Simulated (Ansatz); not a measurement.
**A run on BeSe**

```yaml
crystal:
  lattice:
    - [0.0, 2.5839687382, 2.5839687382]
    - [2.5839687382, 0.0, 2.5839687382]
    - [2.5839687382, 2.5839687382, 0.0]
  atoms:
    - { symbol: Be, position: [0.0, 0.0, 0.0] }
    - { symbol: Se, position: [0.75, 0.75, 0.75] }
kpoints:
  mp_grid: { grid: [9, 9, 9] }
scf:
  occupations: { method: fermi_dirac, width: 0.02 }
  max_iter: 75
hamiltonian:
  xc: pbe
  pseudopotentials: { kind: paw }
output:
  forces: true
  stress: true
  populations: true
  efg: { quadrupole_moments_barn: { Be: 0.05288 }, contact_densities: true }
basis:
  ecutrho_ratio: 0
```

```sh
ansatz run input.yaml --threads 1 --pin off --max-ram 2560MiB --backend cpu --events-out ev --progress --plain --runs-dir out
```

(1) Does this calculation finish, and if not, why?

## Answers

(1) The program refused the input. The input holds a density cutoff far too low. The program says:

```
Error: invalid value for `basis.ecutrho_ratio`: must be in [1, 1024]; got 0
```

Against a sound input the change was `basis.ecutrho_ratio`: not typed → 0; `scf.max_iter`: not typed → 75.
